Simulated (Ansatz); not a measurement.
# Ag (Fm-3m) in Ansatz: settings compared

Aim: see how the results for Ag move with the level of theory and the settings. Levels: RPBE, revPBE. Tasks: projected density of states.

Program: Ansatz 0.2.0. These are calculated values, not measurements. Logs are shortened: lines on timing, memory, paths and dates and some standing lists are left out, and cuts for length are marked.

### Step 1. The crystal as given

The structure is cubic, space group Fm-3m (No. 225). Conventional cell: a = 4.085 Å, b = 4.085 Å, c = 4.085 Å, α = 90.00°, β = 90.00°, γ = 90.00°. Ag (site symmetry m-3m) has 12 Ag at 2.89 Å as nearest neighbours.

### Step 2. Projected density of states, RPBE

The input, input.yaml:

```yaml
crystal:
  lattice:
    - [0.0, 2.04275, 2.04275]
    - [2.04275, 0.0, 2.04275]
    - [2.04275, 2.04275, 0.0]
  atoms:
    - { symbol: Ag, position: [0.0, 0.0, 0.0] }
hamiltonian:
  xc: rpbe
  pseudopotentials: { kind: paw }
kpoints:
  mp_grid: { grid: [6, 6, 6] }
scf:
  occupations: { method: fermi_dirac, width: 0.05 }
  n_extra_bands: 6
output:
  forces: true
  stress: true
  eigenvalues: true
  dos: { projected: true, de: 0.05, nscf_kmesh: { grid: [9, 9, 9] } }
```

Potentials or basis: Ansatz PAW.

Launch:

```bash
ansatz run input.yaml --threads 2 --pin off --max-ram 5632MiB --backend cpu --events-out ev --progress --plain --runs-dir out
```

The log of the run:

```text
Warning: RAYON_NUM_THREADS=2 ignored (pool sized by the plan → 2); use --threads N
scf.n_extra_bands = 6 over 10 filled bands (N_el = 19.0): the run solves 16 bands
Engine: ansatz 0.2.0, aarch64-unknown-linux-gnu
Pseudopotentials: kind: paw
Pseudopotential: Ag, paw, valence charge 19, recommended cutoff 420 eV (normal), Ag.paw.azcp
Functional definition: RPBE
  parameter kappa = 0.804
  parameter beta = 0.06672455060314922
  exchange = rpbe_x(kappa = kappa, mu = beta*pi^2/3)
  correlation = pbe_c(beta = beta)
Crystal: 1 atoms, lattice volume = 17.048 Å³
Basis set: ecut = 420 eV, 331 PW (Γ), exchange–correlation on 40×40×40 points (8 copies of the dense FFT grid, shifted against one another)
Bands: 16, of which v1, the nominal top of the filled ones, is band 10 counted from 1 (9 counted from 0)
Symmetry: 48 space group operations
Space group: Fm-3m (ITA 225), of the structure as read, at distance tolerance 2.6e-5 Å
k-points: 16 of 216
Non-local potential: Ag, projectors of the file, l = 0: 3, l = 1: 2, l = 2: 2, l = 3: 1
PAW form: soft (Blöchl's): semilocal exchange-correlation on the pseudo side does not see the compensation charge
PAW frozen core: Ag, regenerated for the run's functional, and the local potential with it (the file was generated under x = pbe(κ = 0.804, μ = 0.2195149727645171), c = pbe(β = 0.06672455060314922))
PAW one-centre angular grid: Ag, 590 points (default); XC on 64 Gauss nodes
Initial density: superposition of atomic densities (neutral atoms: chi_scale 0, normalization atom), corrected by the library's trained network
Initial wavefunctions: pseudopotential atomic-orbital guess
Functional: x = rpbe, c = pbe(β = 0.06672455060314922)
SCF iter   1: F=—  HF=-7598.436773 eV  |F-HF|=—  |Δ(HF+E_count)|=         —  Δρ=5.40e-3  dr2=4.39e-3  ethr=1.77e-3  ⟨swp⟩=4.5  Hψ=1235  notcnv=0  defer=1
preconditioner: auto → none  [insulator: Δε(μ)=0.793 eV  Ē_g=20.095 eV  σ=0.050 eV  W_gap=0.63  n_scr=8 (ndim 8)  ℏωp=29.8 eV  f_vac=0.000  D(μ)=1.05/eV (n_scr^D=14)  ε∞_Penn≈3.2]
SCF iter   2: F=—  HF=-7598.436004 eV  |F-HF|=—  |Δ(HF+E_count)|=   7.70e-4  Δρ=2.64e-3  dr2=7.31e-4  ethr=2.31e-5  ⟨swp⟩=2.9  Hψ=578  notcnv=0  defer=21
SCF iter   3: F=—  HF=-7598.435809 eV  |F-HF|=—  |Δ(HF+E_count)|=   1.95e-4  Δρ=7.59e-4  dr2=2.71e-5  ethr=3.85e-6  ⟨swp⟩=2.2  Hψ=325  notcnv=0  defer=21
SCF iter   4: F=—  HF=-7598.435837 eV  |F-HF|=—  |Δ(HF+E_count)|=   2.80e-5  Δρ=4.05e-5  dr2=1.27e-7  ethr=1.43e-7  ⟨swp⟩=2.1  Hψ=313  notcnv=0  defer=21
iter 5 did not close the SCF: its close was put off for the readings that it lacked (scf_convergence_deferred on its scf_iter line)
SCF iter   5: F=-7598.435837 eV  HF=-7598.435837 eV  |F-HF|=3.30e-9  |Δ(HF+E_count)|=   3.00e-7  Δρ=8.43e-6  dr2=6.26e-9  ethr=6.70e-10  ⟨swp⟩=2.0  Hψ=365  notcnv=0  defer=21
SCF iter   6: F=-7598.435837 eV  HF=-7598.435837 eV  |F-HF|=1.18e-11  |Δ(HF+E_count)|=  3.92e-10  Δρ=3.25e-7  dr2=6.60e-12  ethr=3.29e-11  ⟨swp⟩=4.4  Hψ=947  notcnv=0
SCF 1 converged in 6 iterations: F = -7598.435837 eV  dr2 = 6.60e-12
NSCF: frozen V_eff on 35 k-points
SCF converged after 6 iterations
Free energy (F): -7598.435837 eV
Harris-Foulkes:  -7598.435837 eV  (|F-HF|=1.18e-11)
Internal energy: -7598.428333 eV  (E = F + TS)
E sigma→0 (E₀):  -7598.432085 eV
Entropy (-TS):   -0.007505 eV (-7.505 meV/atom)
Fermi energy:    17.354059 eV
--- Per-component energies (eV) ---
  E_band       = -231.648815
  E_kinetic    = 527.744174
  E_local      = -2193.755117  (includes V_loc(G=0)·N_el)
  E_nonlocal   = 78.953309
  E_hartree    = 1000.784182
  E_xc         = -185.355379
  E_vxc        = -235.159228  (∫ρ·V_xc dr)
  E_paw        = -3909.866272  (= ΣΔE_a)
  E_vpaw       = -411.000728  (= ΣTr[D̂ρ^β])
  E_aug_tail   = 0.000342  (compensation charges beyond the density's cutoff)
  E_ewald      = -2916.822938
  E_core_change = -0.110634  (= ΣΔE_core)
  E_smearing   = -0.007505  (= −TS)
  E_closure    = 0.000000  (closes the sum)
  Σ components = -7598.435837   (vs F -7598.435837, Δ=0.00e0)
--- Forces (eV/Å), atoms counted from 1 ---
  atom   1  Ag    -0.00000000     0.00000000     0.00000000
  max |Σ_I F_I| component: 3.90e-32 eV/Å
--- Stress (GPa, compression-positive) ---
        9.594365      -0.000000      -0.000000
       -0.000000       9.594365      -0.000000
       -0.000000       0.000000       9.594365
  P = ⅓ Tr σ = 9.5944 GPa (95.944 kbar)
--- Band table (eV; the first three rows and the last of 16) ---
  k-point 0: bands = ["-74.4816", "-37.8762", "-37.8762", "-37.8762", "9.7576", "12.7012", "12.7012", "12.7012", "13.7343", "13.7343", "33.3890", "37.0049", "37.0049", "37.0049", "41.8788", "42.8440"]
  k-point 1: bands = ["-74.4773", "-37.9173", "-37.8824", "-37.8824", "10.5530", "12.6005", "12.8766", "12.8766", "13.7075", "13.7075", "31.7725", "34.2958", "37.2704", "37.2704", "40.3358", "41.6185"]
  k-point 2: bands = ["-74.4686", "-37.9991", "-37.8948", "-37.8948", "11.2361", "12.8118", "12.8118", "14.1549", "14.1549", "14.1969", "25.4973", "33.3701", "36.4422", "36.4422", "40.1921", "40.1921"]
  k-point 15: bands = ["-74.4586", "-38.0087", "-37.9624", "-37.9398", "11.5760", "11.7557", "13.3114", "13.9814", "14.7385", "21.4999", "24.4294", "25.5495", "26.2336", "37.4795", "39.3855", "42.9108"]
```

Run time: 0.94 s. Hardware: 2 threads of Arm Neoverse N1, shared host; peak memory 0.24 GiB.

Results:

```yaml
Free_energy: -7598.4358 eV
Pressure: 9.6 GPa
Band_gap_on_the_k_mesh: none (metal or under the smearing width)
Density_of_states_at_the_Fermi_level: 0.28 states/eV per cell
```

Levels at points of the mesh, in eV from the Fermi level:
| k point | band 6 | band 7 | band 8 | band 9 | band 10 | band 11 | band 12 | band 13 | band 14 | band 15 |
| --- | --- | --- | --- | --- | --- | --- | --- | --- | --- | --- |
| (0.00, 0.00, 0.00) | -4.65 | -4.65 | -4.65 | -3.62 | -3.62 | 16.03 | 19.65 | 19.65 | 19.65 | 24.52 |
| (0.00, 0.00, -0.50) | -4.68 | -4.68 | -2.82 | -2.82 | -0.24 | 3.79 | 15.29 | 18.02 | 18.02 | 22.86 |
| (0.00, -0.50, -0.50) | -6.15 | -2.86 | -2.62 | -2.62 | 1.78 | 6.92 | 10.85 | 10.85 | 17.23 | 17.39 |

States per cell in windows of 1 eV (zero at the Fermi level; states under -8 eV left out):
| from (eV) | total | Ag 4d | Ag 5s |
| --- | --- | --- | --- |
| -8.0 | 0.08 | 0.00 | 0.07 |
| -7.0 | 2.10 | 1.76 | 0.32 |
| -6.0 | 2.54 | 2.43 | 0.10 |
| -5.0 | 3.19 | 3.07 | 0.09 |
| -4.0 | 2.44 | 2.36 | 0.07 |
| -3.0 | 0.22 | 0.11 | 0.10 |
| -2.0 | 0.23 | 0.07 | 0.13 |
| -1.0 | 0.27 | 0.05 | 0.14 |
| 0.0 | 0.28 | 0.04 | 0.13 |
| 1.0 | 0.27 | 0.02 | 0.11 |
| 2.0 | 0.24 | 0.01 | 0.08 |
| 3.0 | 0.19 | 0.01 | 0.07 |
| 4.0 | 0.27 | 0.01 | 0.13 |
| 5.0 | 0.33 | 0.01 | 0.10 |
| 6.0 | 0.37 | 0.01 | 0.10 |
| 7.0 | 0.38 | 0.00 | 0.10 |

Caveat: the k mesh is coarse (spacing up to 0.44 Å⁻¹), so the values aren't converged; the PAW data sets come from PBE, with cores solved anew for the run's functional, which leaves a small shift of forces and pressure; the density of states is complete only up to the lowest level of the last band computed.

### Step 3. Projected density of states, revPBE

Changes to input.yaml since step 2:

```diff
@@ -8,3 +8,3 @@
 hamiltonian:
-  xc: rpbe
+  xc: revpbe
   pseudopotentials: { kind: paw }
```

Potentials or basis: Ansatz PAW.

Launch:

```bash
ansatz run input.yaml --threads 2 --pin off --max-ram 5632MiB --backend cpu --events-out ev --progress --plain --runs-dir out
```

It took 0.95 s on 2 threads of Arm Neoverse N1, shared host; peak memory 0.24 GiB.

Results (log left out):

- Free energy: -7596.1418 eV
- Pressure: 8.4 GPa
- Band gap on the k mesh: none (metal or under the smearing width)
- Density of states at the Fermi level: 0.28 states/eV per cell

Levels at points of the mesh, in eV from the Fermi level:
| k point | band 6 | band 7 | band 8 | band 9 | band 10 | band 11 | band 12 | band 13 | band 14 | band 15 |
| --- | --- | --- | --- | --- | --- | --- | --- | --- | --- | --- |
| (0.00, 0.00, 0.00) | -4.64 | -4.64 | -4.64 | -3.61 | -3.61 | 16.04 | 19.65 | 19.65 | 19.65 | 24.54 |
| (0.00, 0.00, -0.50) | -4.67 | -4.67 | -2.81 | -2.81 | -0.24 | 3.79 | 15.30 | 18.01 | 18.01 | 22.86 |
| (0.00, -0.50, -0.50) | -6.15 | -2.85 | -2.61 | -2.61 | 1.77 | 6.92 | 10.84 | 10.84 | 17.24 | 17.39 |

States per cell in windows of 1 eV (zero at the Fermi level; states under -8 eV left out):
```
from (eV)  total  Ag 4d  Ag 5s
     -8.0   0.08   0.00   0.08
     -7.0   2.10   1.77   0.32
     -6.0   2.55   2.43   0.10
     -5.0   3.18   3.06   0.09
     -4.0   2.44   2.36   0.07
     -3.0   0.22   0.11   0.10
     -2.0   0.23   0.07   0.13
     -1.0   0.27   0.05   0.14
      0.0   0.28   0.04   0.13
      1.0   0.27   0.02   0.11
      2.0   0.24   0.01   0.08
      3.0   0.19   0.01   0.07
      4.0   0.27   0.01   0.13
      5.0   0.33   0.01   0.10
      6.0   0.37   0.01   0.09
      7.0   0.38   0.00   0.09
```

Caveat: the k mesh is coarse (spacing up to 0.44 Å⁻¹), so the values aren't converged; the PAW data sets come from PBE, with cores solved anew for the run's functional, which leaves a small shift of forces and pressure; the density of states is complete only up to the lowest level of the last band computed.
